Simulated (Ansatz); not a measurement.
SnSe under changes of volume

One of the cells (27.271 Å³/atom); the others are scaled copies at fixed shape and fractional positions:

```
CELL_PARAMETERS angstrom
0.00000 3.01000 3.01000
3.01000 0.00000 3.01000
3.01000 3.01000 0.00000
ATOMIC_POSITIONS crystal
Sn 0.00000 0.00000 0.00000
Se 0.50000 0.50000 0.50000
```

Measurements of this composition are mostly on another form, of space group No. 62.

| Item | Value |
| --- | --- |
| Program | Ansatz 0.2.0 |
| Functional | HISS |
| Potentials or basis | Ansatz PAW |
| Cutoff | 420 eV (not typed: the program's choice for these potentials) |
| k mesh | 4 × 4 × 4 |
| Occupations | fermi-dirac, width 0.05 eV |
| Spin | no spin polarisation |

```csv
volume (Å³/atom),energy over the lowest point (meV/atom),pressure (GPa)
25.635,2.35,1.3
26.180,0.00,0.1
26.725,1.81,-1.1
27.271,7.33,-2.0
27.816,?,?
28.362,27.81,-3.4
28.907,40.65,-3.8
```

Task: What does the run at 27.816 Å³/atom give?

Result: Energy over the lowest point 16.23 meV/atom; pressure -2.9 GPa.

Worked out: A Birch-Murnaghan fit of order 3 (a polynomial in V^(-2/3)) to the other rows has its minimum at 26.20 Å³/atom with B0 = V·E''(V) = 64 GPa (rough, since the energies scatter). It gives 16.34 meV/atom at 27.816 Å³/atom, against the run's 16.23, and -dE/dV = -3.0 GPa, against -2.9.

Energies are extrapolated to zero smearing.

Caveats: all runs use coarse meshes; the PAW data sets come from PBE, with cores solved anew for the run's functional, which leaves a small shift of forces and pressure; the thresholds are loose for stress.
